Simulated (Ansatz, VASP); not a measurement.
# MgSi4N2 in VASP and in Ansatz

```
Mg Si N
1.0
    -1.78111    3.29966    4.49264
     1.78111   -3.29966    4.49264
     1.78111    3.29966   -4.49264
Mg Si N
1 4 2
Direct
  0.00000 0.00000 0.00000
  0.49585 0.67820 0.81765
  0.50415 0.32180 0.18235
  0.86055 0.67820 0.18235
  0.13945 0.32180 0.81765
  0.78771 0.50000 0.28771
  0.21229 0.50000 0.71229
```

Alike in both runs: functional PBE; k mesh 4 × 4 × 4; occupations gaussian, width 0.2 eV; no spin polarisation.

Ansatz relaxed the structure, and its values are those at the end. VASP's run is a single point on that final structure, the one shown.

|  | VASP | Ansatz |
| --- | --- | --- |
| version | VASP 6.6.1 | Ansatz 0.2.0 |
| potentials or method | VASP PAW PBE potentials, release 64 (Mg, Si, N) | scalar-relativistic, plane waves, PAW |
| plane-wave cutoff (eV) | 520 | 420 |
| valence electrons in the cell | 28 | 36 |

```tsv
	VASP	Ansatz	Ansatz less VASP
gap on the k mesh at the Fermi level (eV)	none	none	-
pressure (GPa)	0.0	0.2	+0.20
rms of the force components (eV/Å)	0.014	0.012	-0.0015
```

A gap of «none» marks a metal or a gap that the smearing closes. The two sets of potentials don't hold the same shells in valence.

Caveats: the k mesh is coarse (spacing up to 0.50 Å⁻¹), so the values aren't converged.
